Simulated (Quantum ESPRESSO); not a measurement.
# 2H-MoS2, 2 layers, AA' stacking: a series in biaxial strain, part 4 of 8

Aim: how the results for 2H-MoS2, 2 layers, AA' stacking change with biaxial strain.

Quantum ESPRESSO 7.5; plane-wave DFT, PBE, GBRV ultrasoft pseudopotentials.

So far. Step 2 (Relaxing cell and ions of the reference):  The last row is no step: it is a fresh SCF in the final cell with a new plane-wave basis, +1 meV from the row before. Step 3 (Relaxation with pw.x, -4 %): The relaxation lowers the energy by 14 meV an atom.

## (6) Band structure, -4 %

Bands along a path place the edges.

m0.bands.in

```
&control
  prefix = 'm0.bands'
  outdir = './out'
  pseudo_dir = './pseudo'
  calculation = 'bands'
/
&system
  ibrav = 0
  nat = 6
  ntyp = 2
  ecutwfc = 40
  ecutrho = 200
  occupations = 'smearing'
  smearing = 'fd'
  degauss = 0.002
  nbnd = 32
/
&electrons
  conv_thr = 1e-07
  mixing_beta = 0.4
  electron_maxstep = 120
  mixing_mode = 'plain'
/
ATOMIC_SPECIES
  S   32.0600  s_pbe_v1.4.uspp.F.UPF
  Mo  95.9500  mo_pbe_v1.uspp.F.UPF
CELL_PARAMETERS angstrom
  3.02703545664000 0.00000000000000 0.00000000000000
  -1.51351772832000 2.62148960352000 0.00000000000000
  0.00000000000000 0.00000000000000 24.72519547600000
ATOMIC_POSITIONS crystal
  S   0.333333333300 0.666666666700 0.309081629900
  Mo  0.000000000000 0.000000000000 0.374273526300
  S   0.333333333300 0.666666666700 0.439432943000
  S   0.000000000000 0.000000000000 0.560567057000
  Mo  0.333333333300 0.666666666700 0.625726473700
  S   0.000000000000 0.000000000000 0.690918370100
K_POINTS crystal_b
4
  0.0000000000 0.0000000000 0.0000000000 12
  0.5000000000 0.0000000000 0.0000000000 12
  0.3333333333 0.3333333333 0.0000000000 12
  0.0000000000 0.0000000000 0.0000000000 1
```

The run is started by

```console
$ cp -r out/m0.scf.save out/m0.bands.save
$ cp out/m0.scf.xml out/m0.bands.xml
$ OMP_NUM_THREADS=1 mpirun -n 4 pw.x -nk 4 -in m0.bands.in > m0.bands.out
```

The log of the run:

```text
[banner, memory and clock lines left out]
Program PWSCF v.7.5 starts

          URL

     Atomic positions and unit cell read from directory:
     ./out/m0.bands.save/

     Message from routine setup:
     using ibrav=0 with symmetry is DISCOURAGED, use correct ibrav instead

     G-vector sticks info

     bravais-lattice index     =            0
     lattice parameter (alat)  =       5.7203  a.u.
     unit-cell volume          =    1324.0427 (a.u.)^3
     number of atoms/cell      =            6
     number of atomic types    =            2
     number of electrons       =        52.00
     number of Kohn-Sham states=           32
     kinetic-energy cutoff     =      40.0000  Ry
     charge density cutoff     =     200.0000  Ry
     Exchange-correlation= SLA  PW   PBE  PBE
                           (   1   4   3   4   0   0   0)

     celldm(1)=   5.720268  celldm(2)=   0.000000  celldm(3)=   0.000000
     celldm(4)=   0.000000  celldm(5)=   0.000000  celldm(6)=   0.000000

     crystal axes: (cart. coord. in units of alat)
               a(1) = (   1.000000   0.000000   0.000000 )
               a(2) = (  -0.500000   0.866025   0.000000 )
               a(3) = (   0.000000   0.000000   8.168122 )

     reciprocal axes: (cart. coord. in units 2 pi/alat)
               b(1) = (  1.000000  0.577350 -0.000000 )
               b(2) = (  0.000000  1.154701  0.000000 )
               b(3) = (  0.000000 -0.000000  0.122427 )

     PseudoPot. # 1 for S  read from file:
     ./pseudo/s_pbe_v1.4.uspp.F.UPF
     Pseudo is Ultrasoft + core correction, Zval =  6.0
     Generated by new atomic code, or converted to UPF format
     Using radial grid of  907 points,  6 beta functions with:
                l(1) =   0
                l(2) =   0
                l(3) =   1
                l(4) =   1
                l(5) =   2
                l(6) =   2
     Q(r) pseudized with  8 coefficients,  rinner =    1.300   1.300   1.300
                                                       1.300   1.300

     PseudoPot. # 2 for Mo read from file:
     ./pseudo/mo_pbe_v1.uspp.F.UPF
     Pseudo is Ultrasoft + core correction, Zval = 14.0
     Generated by new atomic code, or converted to UPF format
     Using radial grid of  889 points,  6 beta functions with:
                l(1) =   0
                l(2) =   0
                l(3) =   1
                l(4) =   1
                l(5) =   2
                l(6) =   2
     Q(r) pseudized with  6 coefficients,  rinner =    1.000   1.000   1.000
                                                       1.000   1.000

     atomic species   valence    mass     pseudopotential
     S                 6.00    32.06000     S ( 1.00)
     Mo               14.00    95.95000     Mo( 1.00)

     12 Sym. Ops., with inversion, found ( 6 have fractional translation)

   Cartesian axes

     site n.     atom                  positions (alat units)
         1        S      tau(   1) = (  -0.0000000   0.5773503   2.5246165  )
         2        Mo     tau(   2) = (   0.0000000   0.0000000   3.0571119  )
         3        S      tau(   3) = (  -0.0000000   0.5773503   3.5893420  )
         4        S      tau(   4) = (   0.0000000   0.0000000   4.5787802  )
         5        Mo     tau(   5) = (  -0.0000000   0.5773503   5.1110103  )
         6        S      tau(   6) = (   0.0000000   0.0000000   5.6435057  )

     number of k points=    37  Fermi-Dirac smearing, width (Ry)=  0.0020
                       cart. coord. in units 2pi/alat
        k(    1) = (   0.0000000   0.0000000   0.0000000), wk =   0.0540541
        k(    2) = (   0.0416667   0.0240563   0.0000000), wk =   0.0540541
        k(    3) = (   0.0833333   0.0481125   0.0000000), wk =   0.0540541
        k(    4) = (   0.1250000   0.0721688   0.0000000), wk =   0.0540541
        k(    5) = (   0.1666667   0.0962250   0.0000000), wk =   0.0540541
        k(    6) = (   0.2083333   0.1202813   0.0000000), wk =   0.0540541
        k(    7) = (   0.2500000   0.1443376   0.0000000), wk =   0.0540541
        k(    8) = (   0.2916667   0.1683938   0.0000000), wk =   0.0540541
        k(    9) = (   0.3333333   0.1924501   0.0000000), wk =   0.0540541
        k(   10) = (   0.3750000   0.2165064   0.0000000), wk =   0.0540541
        k(   11) = (   0.4166667   0.2405626   0.0000000), wk =   0.0540541
        k(   12) = (   0.4583333   0.2646189   0.0000000), wk =   0.0540541
        k(   13) = (   0.5000000   0.2886751   0.0000000), wk =   0.0540541
        k(   14) = (   0.4861111   0.3127314   0.0000000), wk =   0.0540541
        k(   15) = (   0.4722222   0.3367877   0.0000000), wk =   0.0540541
        k(   16) = (   0.4583333   0.3608439   0.0000000), wk =   0.0540541
        k(   17) = (   0.4444444   0.3849002   0.0000000), wk =   0.0540541
        k(   18) = (   0.4305556   0.4089564   0.0000000), wk =   0.0540541
        k(   19) = (   0.4166667   0.4330127   0.0000000), wk =   0.0540541
        k(   20) = (   0.4027778   0.4570690   0.0000000), wk =   0.0540541
        k(   21) = (   0.3888889   0.4811252   0.0000000), wk =   0.0540541
        k(   22) = (   0.3750000   0.5051815   0.0000000), wk =   0.0540541
        k(   23) = (   0.3611111   0.5292377   0.0000000), wk =   0.0540541
        k(   24) = (   0.3472222   0.5532940   0.0000000), wk =   0.0540541
        k(   25) = (   0.3333333   0.5773503   0.0000000), wk =   0.0540541
        k(   26) = (   0.3055556   0.5292377   0.0000000), wk =   0.0540541
        k(   27) = (   0.2777778   0.4811252   0.0000000), wk =   0.0540541
        k(   28) = (   0.2500000   0.4330127   0.0000000), wk =   0.0540541
        k(   29) = (   0.2222222   0.3849002   0.0000000), wk =   0.0540541
        k(   30) = (   0.1944444   0.3367877   0.0000000), wk =   0.0540541
        k(   31) = (   0.1666667   0.2886751   0.0000000), wk =   0.0540541
        k(   32) = (   0.1388889   0.2405626   0.0000000), wk =   0.0540541
        k(   33) = (   0.1111111   0.1924501   0.0000000), wk =   0.0540541
        k(   34) = (   0.0833333   0.1443376   0.0000000), wk =   0.0540541
        k(   35) = (   0.0555556   0.0962250   0.0000000), wk =   0.0540541
        k(   36) = (   0.0277778   0.0481125   0.0000000), wk =   0.0540541
        k(   37) = (   0.0000000   0.0000000   0.0000000), wk =   0.0540541

     Dense  grid:    63169 G-vectors     FFT dimensions: (  27,  27, 216)

     Smooth grid:    45297 G-vectors     FFT dimensions: (  24,  24, 192)

     The potential is recalculated from file :
     ./out/m0.bands.save/charge-density

     negative rho (up, down):  2.683E-03 0.000E+00
     Starting wfcs are   42 randomized atomic wfcs

     Band Structure Calculation
     Davidson diagonalization with overlap
[...]
2.5503   2.6248   5.8157   5.8439   6.0931   6.3313   6.8703   7.1798

          k = 0.4583 0.3608 0.0000 (  5666 PWs)   bands (ev):

   -57.6761 -57.6761 -32.1565 -32.1565 -31.8626 -31.8626 -31.7329 -31.7329
    -9.2551  -9.1903  -9.1364  -9.0904  -3.2695  -3.1085  -2.4918  -2.3896
    -1.4455  -1.1459  -0.2198  -0.1480   0.6074   0.8144   1.5889   1.6671
     2.6074   2.6851   5.7520   5.8201   6.1603   6.3968   6.9442   7.0029

          k = 0.4444 0.3849 0.0000 (  5658 PWs)   bands (ev):

   -57.6752 -57.6752 -32.1468 -32.1468 -31.8612 -31.8611 -31.7521 -31.7521
    -9.2291  -9.1680  -9.1039  -9.0586  -3.1845  -3.0272  -2.5072  -2.4350
    -1.4100  -1.1146  -0.3178  -0.1913   0.6092   0.8467   1.2677   1.3647
     2.6454   2.7314   5.6883   5.7908   6.2320   6.4580   6.6867   7.0404

          k = 0.4306 0.4090 0.0000 (  5664 PWs)   bands (ev):

   -57.6742 -57.6742 -32.1346 -32.1346 -31.8594 -31.8594 -31.7757 -31.7757
    -9.1981  -9.1415  -9.0643  -9.0203  -3.0778  -2.9256  -2.5326  -2.4935
    -1.3690  -1.0807  -0.4021  -0.2270   0.5989   0.8573   0.9272   1.0414
     2.6752   2.7706   5.6278   5.7518   6.2708   6.4682   6.5042   6.8230

          k = 0.4167 0.4330 0.0000 (  5654 PWs)   bands (ev):

   -57.6731 -57.6731 -32.1200 -32.1200 -31.8574 -31.8574 -31.8027 -31.8026
    -9.1637  -9.1123  -9.0193  -8.9776  -2.9516  -2.8060  -2.5696  -2.5622
    -1.3252  -1.0491  -0.4628  -0.2518   0.5220   0.6365   0.6797   0.8746
     2.7062   2.8095   5.5701   5.6996   6.1234   6.4570   6.5009   6.6591

          k = 0.4028 0.4571 0.0000 (  5648 PWs)   bands (ev):

   -57.6720 -57.6720 -32.1032 -32.1032 -31.8554 -31.8554 -31.8321 -31.8321
    -9.1277  -9.0824  -8.9712  -8.9330  -2.8121  -2.6717  -2.6327  -2.6168
    -1.2820  -1.0275  -0.4964  -0.2727   0.2242   0.3476   0.5745   0.8450
     2.7447   2.8533   5.5137   5.6337   5.9198   6.3758   6.5315   6.6340

          k = 0.3889 0.4811 0.0000 (  5656 PWs)   bands (ev):

   -57.6708 -57.6708 -32.0847 -32.0847 -31.8629 -31.8629 -31.8535 -31.8535
    -9.0923  -9.0538  -8.9228  -8.8893  -2.7430  -2.6735  -2.6181  -2.5238
    -1.2449  -1.0303  -0.5088  -0.3280  -0.0286   0.0371   0.5354   0.7995
     2.7933   2.9042   5.4577   5.5574   5.7444   6.2328   6.6103   6.6544

          k = 0.3750 0.5052 0.0000 (  5636 PWs)   bands (ev):

   -57.6698 -57.6698 -32.0647 -32.0647 -31.8937 -31.8937 -31.8517 -31.8517
    -9.0595  -9.0288  -8.8772  -8.8500  -2.8020  -2.7293  -2.4576  -2.3716
    -1.2246  -1.0859  -0.5265  -0.4719  -0.2023  -0.1242   0.4978   0.7371
     2.8497   2.9602   5.4039   5.4780   5.6079   6.1183   6.6801   6.6809

          k = 0.3611 0.5292 0.0000 (  5630 PWs)   bands (ev):

   -57.6690 -57.6690 -32.0442 -32.0442 -31.9229 -31.9229 -31.8503 -31.8503
    -9.0317  -9.0100  -8.8382  -8.8186  -2.8589  -2.7783  -2.2825  -2.2236
    -1.2407  -1.2209  -0.6007  -0.5941  -0.2905  -0.1448   0.4722   0.6623
     2.9060   3.0149   5.3582   5.4071   5.5117   6.0386   6.7096   6.7324

          k = 0.3472 0.5533 0.0000 (  5628 PWs)   bands (ev):

   -57.6685 -57.6685 -32.0254 -32.0254 -31.9475 -31.9475 -31.8493 -31.8493
    -9.0112  -8.9996  -8.8096  -8.7992  -2.8976  -2.8126  -2.1237  -2.1017
    -1.3916  -1.2990  -0.6689  -0.6497  -0.2664  -0.1679   0.4743   0.5834
     2.9497   3.0572   5.3299   5.3555   5.4548   5.9932   6.7373   6.7600

          k = 0.3333 0.5774 0.0000 (  5622 PWs)   bands (ev):

   -57.6683 -57.6683 -32.0162 -32.0162 -31.9587 -31.9587 -31.8490 -31.8490
    -8.9998  -8.9998  -8.7955  -8.7955  -2.9116  -2.8253  -2.0491  -2.0491
    -1.4793  -1.3389  -0.6747  -0.6747  -0.2126  -0.2126   0.5139   0.5139
     2.9669   3.0738   5.3288   5.3288   5.4364   5.9791   6.7586   6.7586

          k = 0.3056 0.5292 0.0000 (  5618 PWs)   bands (ev):

   -57.6692 -57.6692 -32.0389 -32.0389 -31.9267 -31.9267 -31.8506 -31.8506
    -9.0386  -9.0109  -8.8492  -8.8257  -2.8492  -2.7661  -2.2562  -2.1972
    -1.2040  -1.1703  -0.7218  -0.5815  -0.3378  -0.1456   0.4893   0.6902
     2.8912   2.9979   5.3231   5.4137   5.4994   6.0244   6.6866   6.7541

          k = 0.2778 0.4811 0.0000 (  5624 PWs)   bands (ev):

   -57.6721 -57.6721 -32.0593 -32.0593 -31.8759 -31.8759 -31.8557 -31.8557
    -9.1359  -9.0720  -8.9947  -8.9498  -2.6592  -2.5770  -2.4681  -2.3823
    -0.9014  -0.8432  -0.7444  -0.4436  -0.4048  -0.1561   0.6843   0.9385
     2.7021   2.8012   5.2490   5.5171   5.6430   6.1267   6.6007   6.6639

          k = 0.2500 0.4330 0.0000 (  5624 PWs)   bands (ev):

   -57.6773 -57.6773 -32.0585 -32.0585 -31.8648 -31.8648 -31.8237 -31.8237
    -9.3157  -9.2018  -9.2017  -9.1485  -2.5665  -2.4421  -2.3132  -2.2546
    -0.9547  -0.7527  -0.5700  -0.3864  -0.1521   0.0227   0.9919   1.2077
     2.4979   2.5783   5.0178   5.4713   5.7939   6.2330   6.5002   6.5111

          k = 0.2222 0.3849 0.0000 (  5638 PWs)   bands (ev):

   -57.6846 -57.6846 -32.0340 -32.0340 -31.8778 -31.8777 -31.7733 -31.7733
    -9.6160  -9.4894  -9.3976  -9.3033  -2.5160  -2.3637  -1.8907  -1.8221
    -1.0298  -0.7366  -0.6234  -0.3719   0.3258   0.3731   1.3262   1.4626
     2.3504   2.4107   4.7291   5.2673   5.8856   6.2706   6.2865   6.3217

          k = 0.1944 0.3368 0.0000 (  5644 PWs)   bands (ev):

   -57.6937 -57.6937 -31.9868 -31.9868 -31.8939 -31.8939 -31.7268 -31.7268
    -9.9797  -9.8409  -9.5914  -9.4625  -2.4125  -2.1942  -1.4482  -1.3189
    -0.9844  -0.7532  -0.6789  -0.3518   0.7693   0.7911   1.6414   1.6762
     2.2526   2.3070   4.5224   5.0562   5.8830   5.9872   6.0507   6.2639

          k = 0.1667 0.2887 0.0000 (  5646 PWs)   bands (ev):

   -57.7040 -57.7040 -31.9212 -31.9212 -31.9123 -31.9123 -31.6853 -31.6853
   -10.3575 -10.2089  -9.7848  -9.6266  -2.3684  -2.0273  -1.1625  -0.9094
    -0.8330  -0.6656  -0.4556  -0.2114   1.1463   1.1775   1.8278   1.9034
     2.1532   2.2239   4.4963   4.9814   5.7209   5.8207   5.8330   6.1627

          k = 0.1389 0.2406 0.0000 (  5648 PWs)   bands (ev):

   -57.7149 -57.7149 -31.9316 -31.9316 -31.8436 -31.8436 -31.6497 -31.6497
   -10.7189 -10.5636  -9.9680  -9.7848  -2.4771  -2.0099  -0.9170  -0.7335
    -0.6828  -0.3418   0.0981   0.1939   1.3561   1.3603   1.8994   2.0618
     2.1094   2.2561   4.6595   5.0781   5.6067   5.7259   5.7568   6.0392

          k = 0.1111 0.1925 0.0000 (  5641 PWs)   bands (ev):

   -57.7255 -57.7255 -31.9502 -31.9502 -31.7622 -31.7621 -31.6205 -31.6205
   -11.0416 -10.8824 -10.1313  -9.9273  -2.7001  -2.1744  -0.6436  -0.4286
    -0.4022  -0.0234   0.6875   0.7390   1.2595   1.2677   1.9120   2.1330
     2.1868   2.4966   4.9624   5.2805   5.6739   5.7514   5.7817   5.9445

          k = 0.0833 0.1443 0.0000 (  5653 PWs)   bands (ev):

   -57.7348 -57.7348 -31.9667 -31.9667 -31.6859 -31.6859 -31.5978 -31.5978
   -11.3091 -11.1479 -10.2667 -10.0462  -2.9482  -2.4050  -0.3811  -0.0436
    -0.0291   0.3278   1.0451   1.0550   1.2108   1.2442   1.9057   2.1442
     2.2441   2.7541   5.3681   5.5462   5.8033   5.8817   5.9224   5.9618

          k = 0.0556 0.0962 0.0000 (  5651 PWs)   bands (ev):

   -57.7421 -57.7421 -31.9796 -31.9796 -31.6237 -31.6237 -31.5817 -31.5816
   -11.5090 -11.3469 -10.3678 -10.1355  -3.1598  -2.6131  -0.1432   0.3222
     0.3311   0.6991   0.8537   0.8604   1.5980   1.6241   1.8999   2.0854
     2.2385   2.9200   5.8156   5.8627   5.9543   5.9902   6.0754   6.1587

          k = 0.0278 0.0481 0.0000 (  5645 PWs)   bands (ev):

   -57.7468 -57.7468 -31.9879 -31.9878 -31.5830 -31.5830 -31.5720 -31.5720
   -11.6325 -11.4701 -10.4302 -10.1908  -3.2993  -2.7528   0.0295   0.5858
     0.5919   0.7265   0.7320   1.0335   1.8262   1.8481   1.9095   1.9751
     2.2001   2.9868   6.1024   6.1144   6.1500   6.1729   6.2139   6.2530

          k = 0.0000 0.0000 0.0000 (  5615 PWs)   bands (ev):

   -57.7484 -57.7484 -31.9907 -31.9906 -31.5688 -31.5688 -31.5688 -31.5688
   -11.6743 -11.5118 -10.4513 -10.2095  -3.3478  -2.8017   0.0932   0.6825
     0.6825   0.6877   0.6877   1.1928   1.8991   1.8991   1.9201   1.9201
     2.1767   2.9999   6.1612   6.1612   6.1878   6.1878   6.2711   6.2711

     XML data file, pseudopotentials, collected wavefunctions

                                        0.00s GPU  (     656 calls)
```

The job ended after 37 s (4 MPI ranks of Arm Neoverse V2, shared host; peak memory 0.37 GiB; 2.5 min of CPU time).

Band numbers count within the set of bands kept for display. Electronic bands along the path, in eV, zero at the highest filled level of the SCF mesh; v1 is the highest filled band, c1 the lowest empty one:

```csv
point,v4,v3,v2,v1,c1,c2,c3,c4
Γ,-1.15,-1.15,-0.90,-0.07,3.09,3.09,3.11,3.11
halfway,-1.42,-1.39,-1.15,-1.02,1.77,2.17,2.47,2.58
M,-0.84,-0.84,-0.69,-0.58,2.80,2.82,2.95,3.18
halfway,-2.39,-2.20,-0.37,-0.26,2.50,2.63,3.05,3.38
K,-2.56,-2.56,-0.11,0.00,2.25,2.25,2.36,2.91
halfway,-1.25,-1.17,-0.92,-0.85,1.42,1.91,2.65,2.75
Γ,-1.15,-1.15,-0.90,-0.07,3.09,3.09,3.11,3.11
```

Along this path the valence top lies at K and the conduction bottom between K and Γ.

[end of part 4 of 8]

[Logs are printed without paths, hosts, clocks, repeated set-up lines and the standing remarks that a program may print on its own settings, such as how far it seeks lower states.]

[Hosts, paths, dates, database ids (printed as entryN), source tags and the programs' standing remarks are cut or masked in the printed files.]

[Maps of the electrostatic potential energy from Ansatz leave out the sawtooth potential of an applied field or a dipole correction, so their vacuum need not be flat; planar profiles and work functions include it.]
